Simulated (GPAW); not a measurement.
Crystal: SiC.

```
CELL_PARAMETERS angstrom
3.07569 0.00000 0.00000
-1.53785 2.66363 0.00000
0.00000 0.00000 10.07065
ATOMIC_POSITIONS crystal
Si 0.00000 0.00000 0.18789
Si 0.00000 0.00000 0.68789
Si 0.33333 0.66667 0.43784
Si 0.66667 0.33333 0.93784
C 0.00000 0.00000 0.00046
C 0.00000 0.00000 0.50046
C 0.33333 0.66667 0.24980
C 0.66667 0.33333 0.74980
```

The cell is a database's computed one.

Base run:

- Program: GPAW 26.7.0
- Functional: BP86
- Potentials or basis: PAW data sets generated in the run's folder for this functional
- Cutoff: 800 eV
- Basis: pw
- k mesh: 6 × 6 × 2
- Occupations: fermi-dirac, width 0.05 eV
- Spin: no spin polarisation

Its results: band gap on the k mesh 2.29 eV, indirect (least direct gap 3.42 eV); pressure 6.3 GPa.

Task: The run is repeated on the same cell with these changes: functional from BP86 to AM05. What comes out?

Result: Band gap on the k mesh 2.12 eV, indirect (least direct gap 3.25 eV); pressure 1.2 GPa.

Not every run made on this cell is shown here.
